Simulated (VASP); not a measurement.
# Pd (Fm-3m) in VASP: band structure with PBE

Aim: the band structure of Pd with PBE.

All numbers are computed with VASP 6.6.1; they aren't measurements. Logs are shortened: lines on timing, memory, paths and dates and some standing lists are left out, and cuts for length are marked.

### 1 The crystal as given

Symmetry: Fm-3m, No. 225, cubic system. Conventional cell: a = 3.942 Å, b = 3.942 Å, c = 3.942 Å, α = 90.00°, β = 90.00°, γ = 90.00°. Pd (site symmetry m-3m) has 12 Pd at 2.79 Å as nearest neighbours.

### 2 Band structure, PBE

Input file INCAR:

```
SYSTEM = Pd
PREC = Accurate ; ENCUT = 520
EDIFF = 1E-7 ; ISMEAR = 0
SIGMA = 0.1 ; LREAL = .False.
LASPH = .True. ; NELM = 60
ALGO = Normal ; ISIF = 2
LWAVE = .False. ; LCHARG = .False.
LMAXMIX = 4 ; GGA = PE
```

Input file KPOINTS:

```
regular mesh
0
Gamma
  18 18 18
  0 0 0
```

Input file POSCAR:

```
Pd
1.0
    0.0000000000      1.9710720000      1.9710720000
    1.9710720000      0.0000000000      1.9710720000
    1.9710720000      1.9710720000      0.0000000000
Pd
1
Direct
    0.0000000000      0.0000000000      0.0000000000
```

Input file KPOINTS_OPT:

```
path GXWKGLUWLK,UX
10
line-mode
reciprocal
 0.0000000000  0.0000000000  0.0000000000  G
 0.5000000000  0.0000000000  0.5000000000  X

 0.5000000000  0.0000000000  0.5000000000  X
 0.5000000000  0.2500000000  0.7500000000  W

 0.5000000000  0.2500000000  0.7500000000  W
 0.3750000000  0.3750000000  0.7500000000  K

 0.3750000000  0.3750000000  0.7500000000  K
 0.0000000000  0.0000000000  0.0000000000  G

 0.0000000000  0.0000000000  0.0000000000  G
 0.5000000000  0.5000000000  0.5000000000  L

 0.5000000000  0.5000000000  0.5000000000  L
 0.6250000000  0.2500000000  0.6250000000  U

 0.6250000000  0.2500000000  0.6250000000  U
 0.5000000000  0.2500000000  0.7500000000  W

 0.5000000000  0.2500000000  0.7500000000  W
 0.5000000000  0.5000000000  0.5000000000  L

 0.5000000000  0.5000000000  0.5000000000  L
 0.3750000000  0.3750000000  0.7500000000  K

 0.6250000000  0.2500000000  0.6250000000  U
 0.5000000000  0.0000000000  0.5000000000  X
```

Potentials or basis: VASP PAW PBE potentials, release 64 (Pd).

Started as:

```sh
$ cat potpaw_PBE.64/Pd/POTCAR > POTCAR
$ mpirun -np 1 vasp_std > vasp.out
```

OUTCAR:

```text
SYSTEM = Pd
   PREC = Accurate
   ENCUT = 520
   EDIFF = 1E-7
   ISMEAR = 0
   LREAL = .False.
   LASPH = .True.
   NELM = 60
   ISIF = 2
   GGA = PE

 ion  position               nearest neighbor table
   1  0.000  0.000  0.000-

  LATTYP: Found a face centered cubic cell.
 ALAT       =     3.9421440000

  Lattice vectors:

 A1 = (   0.0000000000,   1.9710720000,   1.9710720000)
 A2 = (   1.9710720000,   0.0000000000,   1.9710720000)
 A3 = (   1.9710720000,   1.9710720000,   0.0000000000)

Analysis of symmetry for initial positions (statically):
=====================================================================
 Subroutine PRICEL returns:
 Original cell was already a primitive cell.

 Routine SETGRP: Setting up the symmetry group for a
 face centered cubic supercell.

 Subroutine GETGRP returns: Found 48 space group operations
 (whereof 48 operations were pure point group operations)
 out of a pool of 48 trial point group operations.

The static configuration has the point symmetry O_h .

Analysis of symmetry for dynamics (positions and initial velocities):
=====================================================================
 Subroutine PRICEL returns:
 Original cell was already a primitive cell.

 Routine SETGRP: Setting up the symmetry group for a
 face centered cubic supercell.

 Subroutine GETGRP returns: Found 48 space group operations
 (whereof 48 operations were pure point group operations)
 out of a pool of 48 trial point group operations.

The dynamic configuration has the point symmetry O_h .

 Subroutine INISYM returns: Found 48 space group operations
 (whereof 48 operations are pure point group operations),
 and found     1 'primitive' translations

----------------------------------------------------------------------------------------

                                     Primitive cell

  volume of cell :      15.3157

  direct lattice vectors                    reciprocal lattice vectors
     0.000000000  1.971072000  1.971072000    -0.253669069  0.253669069  0.253669069
     1.971072000  0.000000000  1.971072000     0.253669069 -0.253669069  0.253669069
     1.971072000  1.971072000  0.000000000     0.253669069  0.253669069 -0.253669069

  length of vectors
     2.787516755  2.787516755  2.787516755     0.439367717  0.439367717  0.439367717

  position of ions in fractional coordinates (direct lattice)
     0.000000000  0.000000000  0.000000000

  ion indices of the primitive-cell ions
   primitive index   ion index
                 1           1

----------------------------------------------------------------------------------------

 KPOINTS: regular mesh

Automatic generation of k-mesh.
 Grid dimensions read from file:
 generate k-points for:   18   18   18

 Generating k-lattice:

  Cartesian coordinates                     Fractional coordinates (reciprocal lattice)
    -0.014092726  0.014092726  0.014092726     0.055555556  0.000000000  0.000000000
     0.014092726 -0.014092726  0.014092726     0.000000000  0.055555556  0.000000000
     0.014092726  0.014092726 -0.014092726     0.000000000  0.000000000  0.055555556

  Length of vectors
     0.024409318  0.024409318  0.024409318

  Shift w.r.t. Gamma in fractional coordinates (k-lattice)
     0.000000000  0.000000000  0.000000000

 Subroutine IBZKPT returns following result:
 ===========================================

 Found    195 irreducible k-points:

 Following reciprocal coordinates:
            Coordinates               Weight
  0.000000  0.000000  0.000000      1.000000
  0.055556  0.000000  0.000000      8.000000
  0.111111  0.000000  0.000000      8.000000
  0.166667  0.000000  0.000000      8.000000
  0.222222  0.000000  0.000000      8.000000
  0.277778  0.000000  0.000000      8.000000
[... 16 lines left out ...]
 -0.277778  0.055556  0.000000     24.000000
 -0.222222  0.055556  0.000000     24.000000
 [... further k-points ...]
   k-points           NKPTS =    195   k-points in BZ     NKDIM =    195   number of bands    NBANDS=      9
   number of dos      NEDOS =    301   number of ions     NIONS =      1
   total plane-waves  NPLWV =  13824
   dimension x,y,z NGX =    24 NGY =   24 NGZ =   24
   dimension x,y,z NGXF=    48 NGYF=   48 NGZF=   48
   ions per type =               1
   NGX,Y,Z   is equivalent  to a cutoff of  14.31, 14.31, 14.31 a.u.
   NGXF,Y,Z  is equivalent  to a cutoff of  28.63, 28.63, 28.63 a.u.
 SYSTEM =  Pd
   PREC   = accura    normal or accurate (medium, high low for compatibility)
   ISTART =      0    job   : 0-new  1-cont  2-samecut
   ICHARG =      2    charge: 1-file 2-atom 10-const
   ISPIN  =      1    spin polarized calculation?
   LNONCOLLINEAR =      F non collinear calculations
   LSORBIT =      F    spin-orbit coupling
   LASPH  =      T    aspherical Exc in radial PAW
   ENCUT  =  520.0 eV  38.22 Ry    6.18 a.u.   5.18  5.18  5.18*2*pi/ulx,y,z
   NELM   =     60;   NELMIN=  2; NELMDL= -5     # of ELM steps
   EDIFF  = 0.1E-06   stopping-criterion for ELM
   LREAL  =      F    real-space projection
   EDIFFG = 0.1E-05   stopping-criterion for IOM
   NSW    =      0    number of steps for IOM
   IBRION =     -1    ionic relax: 0-MD 1-quasi-New 2-CG
   NFREE  =      0    steps in history (QN), initial steepest desc. (CG)
   ISIF   =      2    stress and relaxation
   ISYM   =      2    0-nonsym 1-usesym 2-fastsym
   POTIM  = 0.5000    time-step for ionic-motion
   TEBEG  =    0.0;   TEEND  =   0.0 temperature during run
   PSTRESS=    0.0 pullay stress
   NELECT =      10.0000    total number of electrons
   NUPDOWN=      -1.0000    fix difference up-down
   EMIN   =  10.00;   EMAX   =-10.00  energy-range for DOS
   EFERMI =   0.00;   METHOD = LEGACY
   ISMEAR =     0;   SIGMA  =   0.10  broadening in eV -4-tet -1-fermi 0-gaus
   EFERMI_NEDOS =   21; number of points for ismear=-14 and -15
   IALGO  =     38    algorithm
   IMIX   =      4    mixing-type and parameters
     AMIX     =   0.40;   BMIX     =  1.00
     AMIX_MAG =   1.60;   BMIX_MAG =  1.00
  volume/ion in A,a.u.               =      15.32       103.36
  Fermi-wavevector in a.u.,A,eV,Ry     =   1.420242  2.683868 27.444138  2.017087
  Thomas-Fermi vector in A             =   2.541178
   LORBIT       =      0    0 simple, 1 ext, 2 COOP (PROOUT), +10 PAW based schemes
   GGA     = PE    functional components
   LHFCALC =     F    Hartree Fock is set to
   AEXX    =    0.0000 exact exchange contribution
   IVDW    =     0    specifies the selected vdW correction
   LEPSILON=     F    determine dielectric tensor
   LRPA    =     F    only Hartree local field effects (RPA)
 non-spin polarized calculation
 Gauss-broadening in eV      SIGMA  =   0.10
  energy-cutoff  :      520.00
  volume of cell :       15.32
 maximum number of plane-waves:       424
 NGX is ok and might be reduce to    24
   NGX = 11   NGY = 11   NGZ = 11

 number of electron      10.0000000 magnetization

 Free energy of the ion-electron system (eV)
  ---------------------------------------------------
  ext. energy  EPLUGINS =         0.00000000
  ---------------------------------------------------
  free energy    TOTEN  =        -5.22597601 eV

  energy without entropy =       -5.21374642  energy(sigma->0) =       -5.21986122

 E-fermi :   9.1546     XC(G=0): -12.9512

 val. band max:        9.1532101428   @ k =  -0.4444   0.3889   0.1111
 cond. band min:       9.1605794875   @ k =  -0.3889   0.3889   0.0556
 fundamental gap:      0.0073693447
 Fermi energy:         9.1545838437

 k-point     1 :       0.0000    0.0000    0.0000
  band No.  band energies     occupation
      1       2.3086      2.00000
      2       6.4868      2.00000
      3       6.4868      2.00000
      4       6.4868      2.00000
      5       8.0010      2.00000
      6       8.0010      2.00000
      7      26.3280      0.00000
      8      30.8916      0.00000
      9      30.8916      0.00000

 k-point     2 :       0.0556    0.0000    0.0000
  band No.  band energies     occupation
      1       2.4174      2.00000
      2       6.4494      2.00000
      3       6.5239      2.00000
      4       6.5239      2.00000
      5       7.9835      2.00000
      6       7.9835      2.00000
      7      26.4354      0.00000
      8      30.1306      0.00000
      9      31.0089      0.00000

 k-point     3 :       0.1111    0.0000    0.0000
  band No.  band energies     occupation
      1       2.7323      2.00000
      2       6.3558      2.00000
      3       6.6208      2.00000
      4       6.6208      2.00000
      5       7.9468      2.00000
      6       7.9468      2.00000
      7      26.6522      0.00000
      8      28.6086      0.00000
      9      31.3392      0.00000

 k-point     4 :       0.1667    0.0000    0.0000
  band No.  band energies     occupation
      1       3.2093      2.00000
      2       6.2688      2.00000
      3       6.7293      2.00000
      4       6.7293      2.00000
      5       7.9426      2.00000
      6       7.9426      2.00000
      7      26.1555      0.00000
      8      27.5627      0.00000
      9      31.8084      0.00000
[... 205 lines left out ...]
 k-point    22 :      -0.3333    0.0556    0.0000
  band No.  band energies     occupation
      1       4.3192      2.00000
      2       6.5693      2.00000
      3       6.6470      2.00000
      4       7.5863      2.00000
      5       8.4973      2.00000
      6       9.1982      0.53762
      7      19.6988      0.00000
      8      26.3943      0.00000
      9      29.8437      0.00000

 k-point    23 :      -0.2778    0.0556    0.0000
  band No.  band energies     occupation
      1       4.2680      2.00000
      2       6.6281      2.00000
      3       6.7523      2.00000
      4       6.8478      2.00000
      5       8.1638      2.00000
      6       8.7351      2.00000
      7      21.7261      0.00000
      8      26.8717      0.00000
      9      30.4445      0.00000

 k-point    24 :      -0.2222    0.0556    0.0000
  band No.  band energies     occupation
      1       3.9801      2.00000
      2       6.2818      2.00000
      3       6.7952      2.00000
      4       6.8264      2.00000
      5       7.8930      2.00000
      6       8.3867      2.00000
      7      23.7756      0.00000
      8      27.2652      0.00000
      9      30.9177      0.00000

 [... further k-points ...]

------------------------ aborting loop because EDIFF is reached ----------------------------------------

  FORCE on cell =-STRESS in cart. coord.  units (eV):
  Direction    XX          YY          ZZ          XY          YZ          ZX
  --------------------------------------------------------------------------------------
  -------------------------------------------------------------------------------------
  Total       -0.0276023     -0.0276023     -0.0276023      0.0000000     -0.0000000     -0.0000000
  in kB       -2.8874756     -2.8874756     -2.8874756      0.0000000     -0.0000000     -0.0000000
  external PRESSURE =      -2.8874756 kB  Pullay stress =       0.0000000 kB

 VOLUME and BASIS-vectors are now :
 -----------------------------------------------------------------------------
  energy-cutoff  :      520.00
  volume of cell :       15.32
      direct lattice vectors                 reciprocal lattice vectors
     0.000000000  1.971072000  1.971072000    -0.253669069  0.253669069  0.253669069
     1.971072000  0.000000000  1.971072000     0.253669069 -0.253669069  0.253669069
     1.971072000  1.971072000  0.000000000     0.253669069  0.253669069 -0.253669069

 POSITION                                       TOTAL-FORCE (eV/Angst)
 -----------------------------------------------------------------------------------
      0.00000      0.00000      0.00000         0.000000     -0.000000     -0.000000
 -----------------------------------------------------------------------------------
    total drift:                               -0.000000      0.000000      0.000000

  FREE ENERGIE OF THE ION-ELECTRON SYSTEM (eV)
  ---------------------------------------------------
  free  energy   TOTEN  =        -5.2259760150 eV

  energy  without entropy=       -5.2137464241  energy(sigma->0) =       -5.21986122
```

It took 18 s on 1 thread of Intel Xeon Platinum 8488C (Sapphire Rapids), shared host; peak memory 0.16 GiB.

What came out:

```
Free energy             : -5.2260 eV
Pressure                : -0.3 GPa
Band gap along the path : none (metal or under the smearing width)
```

Levels at the corners of the path, in eV from the Fermi level:
```csv
point,band 1,band 2,band 3,band 4,band 5,band 6,band 7,band 8,band 9
Γ,-6.85,-2.67,-2.67,-2.67,-1.15,-1.15,17.17,21.74,21.74
X,-5.07,-4.80,-0.05,0.27,0.27,3.36,10.39,13.01,13.01
X,-5.07,-4.80,-0.05,0.27,0.27,3.36,10.39,13.01,13.01
W,-4.06,-3.18,-3.18,-1.24,0.27,8.70,8.70,10.10,11.33
W,-4.06,-3.18,-3.18,-1.24,0.27,8.70,8.70,10.10,11.33
K,-4.45,-3.90,-1.84,-0.89,-0.15,6.94,7.92,10.51,15.61
K,-4.45,-3.90,-1.84,-0.89,-0.15,6.94,7.92,10.51,15.61
Γ,-6.85,-2.67,-2.67,-2.67,-1.15,-1.15,17.17,21.74,21.74
Γ,-6.85,-2.67,-2.67,-2.67,-1.15,-1.15,17.17,21.74,21.74
L,-5.00,-2.71,-2.71,-0.02,-0.02,1.10,7.03,16.52,20.74
L,-5.00,-2.71,-2.71,-0.02,-0.02,1.10,7.03,16.52,20.74
U,-4.45,-3.90,-1.84,-0.89,-0.15,6.94,7.92,10.51,15.61
U,-4.45,-3.90,-1.84,-0.89,-0.15,6.94,7.92,10.51,15.61
W,-4.06,-3.18,-3.18,-1.24,0.27,8.70,8.70,10.10,11.33
W,-4.06,-3.18,-3.18,-1.24,0.27,8.70,8.70,10.10,11.33
L,-5.00,-2.71,-2.71,-0.02,-0.02,1.10,7.03,16.52,20.74
L,-5.00,-2.71,-2.71,-0.02,-0.02,1.10,7.03,16.52,20.74
K,-4.45,-3.90,-1.84,-0.89,-0.15,6.94,7.92,10.51,15.61
U,-4.45,-3.90,-1.84,-0.89,-0.15,6.94,7.92,10.51,15.61
X,-5.07,-4.80,-0.05,0.27,0.27,3.36,10.39,13.01,13.01
```
